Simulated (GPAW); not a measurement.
# WS2 (R3m) in GPAW: single point with LDA

Aim: the single point of WS2 with LDA.

All numbers are computed with GPAW 26.7.0; they aren't measurements. Logs are shortened: lines on timing, memory, paths and dates and some standing lists are left out, and cuts for length are marked. The log counts tension as positive stress, the text compression.

## Step 1: The crystal as given

Symmetry: R3m, No. 160, trigonal system. The conventional cell has a = 3.158 Å, b = 3.158 Å, c = 18.490 Å, α = 90.00°, β = 90.00°, γ = 120.00°. W (site symmetry 3m) has 6 S at 2.39 to 2.42 Å as nearest neighbours. S (site symmetry 3m) has 3 W at 2.42 Å as nearest neighbours. S (site symmetry 3m) has 3 W at 2.39 Å as nearest neighbours.

Measurements of this composition are mostly on another form, of space group No. 194.

## Step 2: Single point, LDA

The input, run.py:

```python
from ase import Atoms
from ase.dft.bandgap import bandgap
from ase.io import write
from ase.units import GPa
from gpaw import GPAW, PW

atoms = Atoms(['W', 'S', 'S'],
              cell=[[1.579, 0.9116360751, 6.1633333333],
                    [-1.579, 0.9116360751, 6.1633333333],
                    [0.0, -1.8232721501, 6.1633333333]],
              scaled_positions=[[0.0, 0.0, 0.0],
                                [0.581, 0.581, 0.581],
                                [0.7503, 0.7503, 0.7503]],
              pbc=True)

calc = GPAW(mode=PW(450),
            xc='LDA',
            kpts={'size': (8, 8, 8), 'gamma': True},
            occupations={'name': 'fermi-dirac', 'width': 0.05},
            nbands=25,
            maxiter=120,
            txt='gpaw.txt')
atoms.calc = calc
energy = atoms.get_potential_energy()
forces = atoms.get_forces()
stress = atoms.get_stress()
calc.write('gs.gpw')
write('result.traj', atoms)
print(f'Energy: {energy:.6f} eV')
print('Forces (eV/A):')
print(forces.round(4))
print('Stress (GPa):', (stress / GPa).round(3))
print('Fermi level:', round(calc.get_fermi_level(), 4), 'eV')
print(f'Gap: {bandgap(calc)[0]:.4f} eV, direct: {bandgap(calc, direct=True)[0]:.4f} eV')
```

Potentials or basis: the program's PAW data sets (release 1.2.1) made for this functional, pw.

The run is started by

```sh
$ OMP_NUM_THREADS=1 python run.py
```

gpaw.txt:

```text
__  _  _
 | _ |_)|_||  |
 |__||  | ||/\| - 26.7.0

Input parameters:
  mode=PW(ecut=450.00000000000006),
  kpts=MonkhorstPack(size=(8, 8, 8), gamma=True),
  maxiter=120,
  nbands=25,
  occupations=Occupations(name='fermi-dirac', width=0.05),
  xc=XC(name='LDA')

Diagonalizing LCAO Hamiltonian
Converting LCAO to pw mode

       S

       S

       W

Atoms  # Å, Bohr magnetons
|   | symbol |        x |        y |         z |    initial magnetic moments |
|---|--------|----------|----------|-----------|-----------------------------|
| 0 |      W | 0.000000 | 0.000000 |  0.000000 | ( 0.0000,  0.0000,  0.0000) |
| 1 |      S | 0.000000 | 0.000000 | 10.742690 | ( 0.0000,  0.0000,  0.0000) |
| 2 |      S | 0.000000 | 0.000000 | 13.873047 | ( 0.0000,  0.0000,  0.0000) |

Unit cell  # Å
| periodic |         x |         y |        z |  lengths |    angles |
|----------|-----------|-----------|----------|----------|-----------|
|      yes |  1.579000 |  0.911636 | 6.163333 | 6.427363 | 28.442674 |
|      yes | -1.579000 |  0.911636 | 6.163333 | 6.427363 | 28.442674 |
|      yes |  0.000000 | -1.823272 | 6.163333 | 6.427363 | 28.442674 |

Number of symmetries: 6
Symmetry operations  # r_c * U_cc + t_c -> r_c
|   | kind |            matrix            |
|---|------|------------------------------|
| 0 |  E   |  1, 0, 0,  0, 1, 0,  0, 0, 1 |
| 1 |  σ   |  1, 0, 0,  0, 0, 1,  0, 1, 0 |
| 2 |  σ   |  0, 1, 0,  1, 0, 0,  0, 0, 1 |
| 3 |  C3  |  0, 1, 0,  0, 0, 1,  1, 0, 0 |
| 4 |  C3  |  0, 0, 1,  1, 0, 0,  0, 1, 0 |
| 5 |  σ   |  0, 0, 1,  0, 1, 0,  1, 0, 0 |

BZ-sampling:
  Number of BZ points: 512
  Number of IBZ points: 65

  Monkhorst-Pack size: [8, 8, 8]
  Monkhorst-Pack shift: [0.0625, 0.0625, 0.0625]

K-points  # in reciprocal-cell coordinates
|     |                                coordinates |     weight |
|-----|--------------------------------------------|------------|
|   0 | (  0.00000000,   0.00000000,   0.00000000) | 0.00195312 |
|   1 | (  0.12500000,   0.00000000,  -0.12500000) | 0.01171875 |
|   2 | (  0.12500000,   0.00000000,   0.00000000) | 0.01171875 |
|   3 | (  0.12500000,   0.12500000,  -0.12500000) | 0.01171875 |
|   4 | (  0.12500000,   0.12500000,   0.00000000) | 0.01171875 |
|   5 | (  0.12500000,   0.12500000,   0.12500000) | 0.00390625 |
|   6 | (  0.25000000,  -0.12500000,  -0.12500000) | 0.01171875 |
|   7 | (  0.25000000,   0.00000000,  -0.25000000) | 0.01171875 |
|   8 | (  0.25000000,   0.00000000,  -0.12500000) | 0.02343750 |
|   9 | (  0.25000000,   0.00000000,   0.00000000) | 0.01171875 |
| ... |                                            |            |
|  64 | (  0.50000000,   0.50000000,   0.50000000) | 0.00195312 |

Plane wave coefficients: 1182
Cutoff: 450.00000000000006 eV

Spin-components: 1 (collinear spins)
Bands:           25
Projectors:      16
Spin-degeneracy: 2
Datatype:        complex128

Parallelization:
  kpt:    1
  domain: 1
  band:   1

Density:
  Valence electrons: 26.0
  Components: 1
  Grid points: [32 32 32]
  Charge: 0.0  # |e|

Potential:
  Grid points: [32 32 32]

species:
  W:
    name:    Tungsten
    Z:       74.0
    valence: 14
    core:    60
    charge:  0.0  # [|e|]
    compensation charges:
      type: gauss
      rc: 0.40  # [Å]
      lmax: 2
    cutoffs:
      filter: 2.36  # [Å]
      core: 3.02  # [Å]
    projectors
    | kind |    occ | energy [eV] | rcut [Å] |
    |------|--------|-------------|----------|
    |   5s |  2.000 |     -79.053 |    1.344 |
    |   6s |  2.000 |      -5.886 |    1.344 |
    |   5p |  6.000 |     -43.417 |    1.355 |
    |   6p |  0.000 |      -1.469 |    1.355 |
    |   5d |  4.000 |      -4.693 |    1.228 |
    |    d |        |      22.518 |    1.228 |

    Using partial waves for W as LCAO basis

  S:
    name:    Sulfur
    Z:       16.0
    valence: 6
    core:    10
    charge:  0.0  # [|e|]
    compensation charges:
      type: gauss
      rc: 0.24  # [Å]
      lmax: 2
    cutoffs:
      filter: 1.77  # [Å]
      core: 1.66  # [Å]
    projectors
    | kind |    occ | energy [eV] | rcut [Å] |
    |------|--------|-------------|----------|
    |   3s |  2.000 |     -17.278 |    0.974 |
    |   3p |  4.000 |      -7.106 |    0.979 |
    |    s |        |       9.933 |    0.974 |
    |    p |        |      20.105 |    0.979 |
    |    d |        |       0.000 |    0.900 |

    Using partial waves for S as LCAO basis

Reference energy: -460165.274101  # eV

eigensolver:
  PPCG
  Converge bands: occupied
  niter=2

density mixing:
  MSR1-Mixer
  Pratt-step length: 0.05
  Maximum mixing coefficient: 0.75
  Old densities: 10
  SVD Regularization: 0.005
  Good broyden scale: 1.0
  Trust region scale: 1.0
  Backstep threshold: 4.0
  History deletion threshold: 6.0
  Fourier metric: weight=20.0, sigma=0.015

occupation numbers:
  Fermi-Dirac:
    width: 0.0500  # eV

poisson solver:
  ecut: 3600.0000000000005  # eV

xc functional:
  name: None

convergence criteria:
- Maximum [total energy] change in last 3 cyles: 0.0005 eV / valence electron
- Maximum integral of absolute [dens]ity change: 0.0001 electrons / valence electron
- Maximum integral of absolute [eigenst]ate change: 4e-08 eV^2 / valence electron
maximum number of iterations: 120

SCF iterations
|iter     | |      energy | eigst |  dens |
|---------|-|-------------|-------|-------|
|iter:   1| |  -25.301103 | +0.18 |       |
|iter:   2| |  -25.247427 | -1.88 | -1.19 |
|iter:   3| |  -24.972224 | -1.76 | -1.23 |
|iter:   4| |  -25.002191 | -2.43 | -1.64 |
|iter:   5| |  -24.924618 | -3.02 | -1.63 |
|iter:   6| |  -24.924329 | -3.99 | -2.13 |
|iter:   7| |  -24.924333c| -5.31 | -3.00 |
|iter:   8| |  -24.924310c| -5.94 | -3.39 |
|iter:   9| |  -24.924305c| -6.93 | -3.72 |
|iter:  10| |  -24.924305c| -7.52c| -4.55c|

Converged in 10 steps
Energy contributions relative to reference atoms: (reference = -460165.274101)

Energy contributions:
  Kinetic:          15.173318
  Coulomb:         -16.844316
  Zero:              0.000317
  External:          0.000000
  Xc:              -23.253623
  Entropy:          -0.000000
  Spinorbit:         0.000000
  ----------------------------
  Free energy:     -24.924305
  Extrapolated:    -24.924305

dipole moment: (0.000000, -0.000000, -51.750231)  # |e|*Ang

Fermi level: 9.070
Eigenvalues  # (at kpt = [0.000, 0.000, 0.000])
| band index |      eig [eV] | occ [0-2] |
|------------|---------------|-----------|
|          0 |       -65.824 |     2.000 |
|        ... |               |           |
|          5 |        -5.012 |     2.000 |
|          6 |         0.925 |     2.000 |
|          7 |         5.040 |     2.000 |
|          8 |         5.040 |     2.000 |
|          9 |         6.294 |     2.000 |
|         10 |         6.294 |     2.000 |
[... 8 lines left out ...]
|         19 |        16.911 |     0.000 |
|         20 |        18.474 |     0.000 |
|        ... |               |           |
|         24 |        21.233 |     0.000 |

Gap: 1.089 eV
Transition (v -> c):
  (s=0, k=64, n=12, [0.50, 0.50, 0.50]) -> (s=0, k=8, n=13, [0.25, 0.00, -0.12])
Direct/indirect transitions are different
Direct gap: 2.276 eV
Transition at: (s=0, k=64, n=12, [0.50, 0.50, 0.50])

Forces  # eV/Ang
|        x |        y |        z |
|----------|----------|----------|
|  0.00000 | -0.00000 | -0.57986 |  # W    0
|  0.00000 |  0.00000 |  0.61356 |  # S    1
| -0.00000 | -0.00000 | -0.03389 |  # S    2

Stress tensor  # eV/Ang^3
|         x |         y |         z |
|-----------|-----------|-----------|
|  0.027533 |  0.000000 | -0.000000 |
|  0.000000 |  0.027533 | -0.000000 |
| -0.000000 | -0.000000 |  0.025224 |

# Writing to gs.gpw (mode='')
```

stdout:

```text
<dir> UserWarning: The angles between your unit-cell vectors are 28.4, 28.4 and 28.4 degrees.  Results may be wrong!  Please Niggli-reduce your unit-cell so that the angles are closer to 90 degrees:

  from ase.build import niggli_reduce
  niggli_reduce(atoms)

  warnings.warn(
Energy: -24.924305 eV
Forces (eV/A):
[[ 0.     -0.     -0.5799]
 [ 0.      0.      0.6136]
 [-0.     -0.     -0.0339]]
Stress (GPa): [ 4.411  4.411  4.041 -0.    -0.     0.   ]
Fermi level: 9.0696 eV
Gap: 1.0890 eV, direct: 2.2762 eV
```

Run time: 73 s. Hardware: 1 thread of Arm Neoverse V1, shared host; peak memory 0.22 GiB.

Results:

```yaml
Free_energy: -24.9243 eV
Pressure: -4.3 GPa
Largest_force: 0.614 eV/Å
Band_gap_on_the_k_mesh: 1.09 eV, indirect (least direct gap 2.28 eV)
```

Forces on the atoms (eV/Å):
```
W    0.000  0.000 -0.580
S    0.000  0.000  0.614
S    0.000  0.000 -0.034
```

Stress tensor (GPa, compression positive):
```
-4.41  0.00  0.00
 0.00 -4.41  0.00
 0.00  0.00 -4.04
```

Caveat: the cutoff is short for stress and forces, so pressures can be off by a GPa or more; spin-orbit coupling is left out, which moves the levels of the heavy elements; the program warned that so skewed a cell can give wrong results. Expect the measured gap to be larger: semilocal functionals such as LDA lack the derivative discontinuity.
